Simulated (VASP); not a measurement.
# Si3Ge (Pm-3m) in VASP: further runs

The runs below take Si3Ge through relaxation of cell and atoms, with PBE.

Everything below comes from runs of VASP 6.6.1. Logs are shortened: lines on timing, memory, paths and dates and some standing lists are left out, and cuts for length are marked.

## Step 1: The structure

The structure is cubic, space group Pm-3m (No. 221). Conventional cell: a = 4.103 Å, b = 4.103 Å, c = 4.103 Å, α = 90.00°, β = 90.00°, γ = 90.00°. Around Si (site symmetry 4/mmm) lie 8 Si at 2.90 Å and 4 Ge at 2.90 Å. Around Ge (site symmetry m-3m) lie 12 Si at 2.90 Å.

The cell was built by a generator and needn't be a form met in nature.

## Step 2: Relaxation of cell and atoms, PBE

The input, INCAR:

```
SYSTEM = Si3Ge
PREC = Normal
ENCUT = 520
EDIFF = 1E-4
ISMEAR = 0
SIGMA = 0.15
LREAL = .FALSE.
LASPH = .TRUE.
NELM = 60
ALGO = Fast
ISIF = 3
LWAVE = .FALSE.
LCHARG = .FALSE.
GGA = PE
IBRION = 2
NSW = 24
EDIFFG = -0.08
```

The input, KPOINTS:

```
Automatic mesh
0
G
  5 5 5
  0 0 0
```

The input, POSCAR:

```
Si3Ge
1.0
    4.1033504500      0.0000000000      0.0000000000
    0.0000000000      4.1033504500      0.0000000000
    0.0000000000      0.0000000000      4.1033504500
Si Ge
3 1
Direct
    0.0000000000      0.5000000000      0.5000000000
    0.5000000000      0.5000000000      0.0000000000
    0.5000000000      0.0000000000      0.5000000000
    0.0000000000      0.0000000000      0.0000000000
```

Potentials or basis: VASP PAW PBE potentials, release 64 (Si, Ge_d).

The run is started by

```
cat potpaw_PBE.64/Si/POTCAR potpaw_PBE.64/Ge_d/POTCAR > POTCAR
mpirun -np 1 vasp_std > vasp.out
```

OUTCAR:

```text
SYSTEM = Si3Ge
   PREC = Normal
   ENCUT = 520
   EDIFF = 1E-4
   ISMEAR = 0
   LREAL = .FALSE.
   LASPH = .TRUE.
   NELM = 60
   ISIF = 3
   GGA = PE
   IBRION = 2
   NSW = 24
   EDIFFG = -0.08

 ion  position               nearest neighbor table
   1  0.000  0.500  0.500-   2 2.90   3 2.90   4 2.90   2 2.90   4 2.90   3 2.90   4 2.90   4 2.90
                             2 2.90   3 2.90   2 2.90   3 2.90
   2  0.500  0.500  0.000-   1 2.90   3 2.90   4 2.90   1 2.90   3 2.90   3 2.90   4 2.90   3 2.90
                             1 2.90   4 2.90   1 2.90   4 2.90
   3  0.500  0.000  0.500-   1 2.90   2 2.90   4 2.90   2 2.90   4 2.90   1 2.90   2 2.90   2 2.90
                             1 2.90   4 2.90   4 2.90   1 2.90
   4  0.000  0.000  0.000-   1 2.90   2 2.90   3 2.90   1 2.90   3 2.90   1 2.90   2 2.90   1 2.90
                             2 2.90   3 2.90   3 2.90   2 2.90

  LATTYP: Found a simple cubic cell.
 ALAT       =     4.1033504500

  Lattice vectors:

 A1 = (   4.1033504500,   0.0000000000,   0.0000000000)
 A2 = (   0.0000000000,   4.1033504500,   0.0000000000)
 A3 = (   0.0000000000,   0.0000000000,   4.1033504500)

Analysis of symmetry for initial positions (statically):
=====================================================================
 Subroutine PRICEL returns:
 Original cell was already a primitive cell.

 Routine SETGRP: Setting up the symmetry group for a
 simple cubic supercell.

 Subroutine GETGRP returns: Found 48 space group operations
 (whereof 48 operations were pure point group operations)
 out of a pool of 48 trial point group operations.

The static configuration has the point symmetry O_h .

Analysis of symmetry for dynamics (positions and initial velocities):
=====================================================================
 Subroutine PRICEL returns:
 Original cell was already a primitive cell.

 Routine SETGRP: Setting up the symmetry group for a
 simple cubic supercell.

 Subroutine GETGRP returns: Found 48 space group operations
 (whereof 48 operations were pure point group operations)
 out of a pool of 48 trial point group operations.

The dynamic configuration has the point symmetry O_h .

 Subroutine INISYM returns: Found 48 space group operations
 (whereof 48 operations are pure point group operations),
[... 147 lines left out ...]

 VOLUME and BASIS-vectors are now :
 -----------------------------------------------------------------------------
  energy-cutoff  :      520.00
  volume of cell :       69.09
      direct lattice vectors                 reciprocal lattice vectors
     4.103350450  0.000000000  0.000000000     0.243703289  0.000000000  0.000000000
     0.000000000  4.103350450  0.000000000     0.000000000  0.243703289  0.000000000
     0.000000000  0.000000000  4.103350450     0.000000000  0.000000000  0.243703289

 POSITION                                       TOTAL-FORCE (eV/Angst)
 -----------------------------------------------------------------------------------
      0.00000      2.05168      2.05168         0.000000      0.000000      0.000000
      2.05168      2.05168      0.00000         0.000000      0.000000      0.000000
      2.05168      0.00000      2.05168         0.000000      0.000000      0.000000
      0.00000      0.00000      0.00000         0.000000      0.000000      0.000000
 -----------------------------------------------------------------------------------
    total drift:                                0.000000      0.000000      0.000000

  FREE ENERGIE OF THE ION-ELECTRON SYSTEM (eV)
  ---------------------------------------------------
  free  energy   TOTEN  =       -18.5350625752 eV

  energy  without entropy=      -18.5065650916  energy(sigma->0) =      -18.52081383

--------------------------------------- Ionic step        2  -------------------------------------------

 number of electron      25.9999911 magnetization

 Free energy of the ion-electron system (eV)
  ---------------------------------------------------
  ext. energy  EPLUGINS =         0.00000000
  ---------------------------------------------------
  free energy    TOTEN  =       -18.60773851 eV

  energy without entropy =      -18.58162141  energy(sigma->0) =      -18.59467996

 E-fermi :   8.7325     XC(G=0): -11.1008

 val. band max:        8.6381628382   @ k =   0.4000   0.4000   0.0000
 cond. band min:       8.7572597736   @ k =   0.2000   0.2000   0.2000
 fundamental gap:      0.1190969354
 Fermi energy:         8.7324665342

 k-point     1 :       0.0000    0.0000    0.0000
  band No.  band energies     occupation
      1     -15.9751      2.00000
      2     -15.9751      2.00000
      3     -15.9721      2.00000
      4     -15.9721      2.00000
      5     -15.9721      2.00000
      6      -5.0301      2.00000
[... 177 lines left out ...]
      4     -15.9652      2.00000
      5     -15.9652      2.00000
      6      -0.7810      2.00000
[... 9 lines left out ...]
     16      14.6244      0.00000
     17      15.2639      0.00000

------------------------ aborting loop because EDIFF is reached ----------------------------------------

  FORCE on cell =-STRESS in cart. coord.  units (eV):
  Direction    XX          YY          ZZ          XY          YZ          ZX
  --------------------------------------------------------------------------------------
  -------------------------------------------------------------------------------------
  Total       -0.2498363     -0.2498363     -0.2498363      0.0000000      0.0000000     -0.0000000
  in kB       -6.2097055     -6.2097055     -6.2097055      0.0000000      0.0000000     -0.0000000
  external PRESSURE =      -6.2097055 kB  Pullay stress =       0.0000000 kB

 VOLUME and BASIS-vectors are now :
 -----------------------------------------------------------------------------
  energy-cutoff  :      520.00
  volume of cell :       64.46
      direct lattice vectors                 reciprocal lattice vectors
     4.009575072  0.000000000  0.000000000     0.249402987  0.000000000  0.000000000
    -0.000000000  4.009575072  0.000000000    -0.000000000  0.249402987  0.000000000
    -0.000000000 -0.000000000  4.009575072    -0.000000000 -0.000000000  0.249402987

 POSITION                                       TOTAL-FORCE (eV/Angst)
 -----------------------------------------------------------------------------------
     -0.00000      2.00479      2.00479        -0.000000      0.000000      0.000000
      2.00479      2.00479      0.00000         0.000000      0.000000      0.000000
      2.00479     -0.00000      2.00479         0.000000      0.000000      0.000000
      0.00000      0.00000      0.00000        -0.000000     -0.000000      0.000000
 -----------------------------------------------------------------------------------
    total drift:                                0.000000      0.000000      0.000000

  FREE ENERGIE OF THE ION-ELECTRON SYSTEM (eV)
  ---------------------------------------------------
  free  energy   TOTEN  =       -18.6077385122 eV

  energy  without entropy=      -18.5816214125  energy(sigma->0) =      -18.59467996

 reached required accuracy - stopping structural energy minimisation
```

CONTCAR:

```text
Si3Ge
   1.00000000000000
     4.0095750721393051    0.0000000000000000    0.0000000000000000
    -0.0000000000000000    4.0095750721393051    0.0000000000000000
    -0.0000000000000000   -0.0000000000000000    4.0095750721393051
  Si              Ge
     3     1
Direct
     0.0000000000000000    0.5000000000000000    0.5000000000000000
     0.5000000000000000    0.5000000000000000    0.0000000000000000
     0.5000000000000000    0.0000000000000000    0.5000000000000000
     0.0000000000000000    0.0000000000000000    0.0000000000000000

  0.00000000E+00  0.00000000E+00  0.00000000E+00
  0.00000000E+00  0.00000000E+00  0.00000000E+00
  0.00000000E+00  0.00000000E+00  0.00000000E+00
  0.00000000E+00  0.00000000E+00  0.00000000E+00
```

Wall time 4.5 s (1 thread of Intel Xeon 6975P-C (Granite Rapids), shared host); peak memory 0.14 GiB.

Results:

| Property | Result |
| --- | --- |
| Free energy | -18.6077 eV |
| Relaxed volume | 16.12 Å³/atom |
| Relaxed cell | a = 4.010 Å, b = 4.010 Å, c = 4.010 Å, α = 90.00°, β = 90.00°, γ = 90.00° |
| Space group after relaxing (to 0.05 Å) | Pm-3m (No. 221) |
| Energy gained by relaxing | 18.2 meV/atom |
| Ionic steps | 2 |
| Pressure after relaxing | -0.6 GPa |
| Band gap on the k mesh | none (metal or under the smearing width) |

The path:
```csv
step,energy change (eV),largest force (eV/Å),pressure (GPa),volume (Å³)
1,0.0000,0.0000,-4.39,69.09
2,-0.0727,0.0000,-0.62,64.46
```

Final structure:
```
Si Ge
1.0
     4.00958    0.00000    0.00000
     0.00000    4.00958    0.00000
     0.00000    0.00000    4.00958
Si Ge
3 1
Direct
  0.00000 0.50000 0.50000
  0.50000 0.50000 0.00000
  0.50000 0.00000 0.50000
  0.00000 0.00000 0.00000
```

Caveat: the relaxation stopped at a loose force limit of 0.08 eV/Å, so its end isn't a converged minimum.

## Step 3: Relaxation of cell and atoms, PBE

This run uses another cell than the first one, of 18.52 Å³/atom, 1.072 times its volume.

INCAR is that of step 2.

KPOINTS is that of step 2.

The input, POSCAR:

```
Si3Ge
1.0
    4.1998283400      0.0000000000      0.0000000000
    0.0000000000      4.1998283400      0.0000000000
    0.0000000000      0.0000000000      4.1998283400
Si Ge
3 1
Direct
    0.5000000000      0.0000000000      0.0000000000
    0.0000000000      0.5000000000      0.0000000000
    0.0000000000      0.0000000000      0.5000000000
    0.5000000000      0.5000000000      0.5000000000
```

Potentials or basis: VASP PAW PBE potentials, release 64 (Si, Ge_d).

The run is started by

```
cat potpaw_PBE.64/Si/POTCAR potpaw_PBE.64/Ge_d/POTCAR > POTCAR
mpirun -np 1 vasp_std > vasp.out
```

Wall time 4.6 s (1 thread of Intel Xeon 6975P-C (Granite Rapids), shared host); peak memory 0.14 GiB.

The run converged. Its results:

```yaml
Free_energy: -18.6077 eV
Relaxed_volume: 16.16 Å³/atom
Relaxed_cell: a = 4.014 Å, b = 4.014 Å, c = 4.014 Å, α = 90.00°, β = 90.00°, γ = 90.00°
Space_group_after_relaxing_to_0.05_Å: Pm-3m (No. 221)
Energy_gained_by_relaxing: 67.1 meV/atom
Ionic_steps: 2
Pressure_after_relaxing: -0.3 GPa
Band_gap_on_the_k_mesh: none (metal or under the smearing width)
```

Step by step:
```
step  energy change (eV)  largest force (eV/Å)  pressure (GPa)  volume (Å³)
   1              0.0000                0.0000           -7.95        74.08
   2             -0.2685                0.0000           -0.26        64.66
```

Final structure:
```yaml
crystal:
  lattice:
    - [4.01364, 0.00000, 0.00000]
    - [0.00000, 4.01364, 0.00000]
    - [0.00000, 0.00000, 4.01364]
  atoms:
    - { symbol: Si, position: [0.50000, 0.00000, 0.00000] }
    - { symbol: Si, position: [0.00000, 0.50000, 0.00000] }
    - { symbol: Si, position: [0.00000, 0.00000, 0.50000] }
    - { symbol: Ge, position: [0.50000, 0.50000, 0.50000] }
```

Levels at points of the mesh, in eV from the Fermi level:
```csv
k point,band 11,band 12,band 13,band 14,band 15,band 16
"(0.00, 0.00, 0.00)",-4.41,-4.41,2.81,2.81,2.83,3.06
```

Caveat: the relaxation stopped at a loose force limit of 0.08 eV/Å, so its end isn't a converged minimum.
